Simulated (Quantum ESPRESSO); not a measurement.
CaSe under changes of volume

One of the cells (25.829 Å³/atom); the others are scaled copies at fixed shape and fractional positions:

```xyz
2
Lattice="0.0000 2.9560 2.9560 2.9560 0.0000 2.9560 2.9560 2.9560 0.0000" Properties=species:S:1:pos:R:3 pbc="T T T"
Se    2.9560    2.9560    2.9560
Ca    0.0000    0.0000    0.0000
```

```yaml
Program: Quantum ESPRESSO 7.5
Functional: r2SCAN
Potentials_or_basis: SG15 PBE 1.2
Cutoff: 952 eV
Density_cutoff: 3810 eV
k_mesh: 6 × 6 × 6
Occupations: fermi-dirac, width 0.05 eV
Spin: no spin polarisation
```

```csv
volume (Å³/atom),energy over the lowest point (meV/atom),pressure (GPa),gap on the mesh (eV)
24.280,27.72,4.8,2.31
24.796,14.67,3.3,2.37
25.313,5.98,2.1,2.43
25.829,?,?,?
26.346,0.00,-0.1,2.53
26.863,2.00,-1.1,2.57
27.379,6.89,-1.9,2.61
```

Task: What does the run at 25.829 Å³/atom give?

Result: Energy over the lowest point 1.21 meV/atom; pressure 0.9 GPa; gap on the mesh 2.48 eV.

Worked out: A Birch-Murnaghan fit of order 3 (a polynomial in V^(-2/3)) to the other rows has its minimum at 26.27 Å³/atom with B0 = V·E''(V) = 51 GPa and B' = 4.2. It gives 1.22 meV/atom at 25.829 Å³/atom, against the run's 1.21, and -dE/dV = 0.9 GPa, against 0.9. A straight line through the other rows of the gap, of slope 2.5 eV per unit of ln V, gives 2.47 eV, against the run's 2.48.

Energies are extrapolated to zero smearing.

Caveats: the potentials were made for another functional, which shifts forces and pressure.

A mesh can miss the band edges. Spin-orbit coupling on Se is left out.
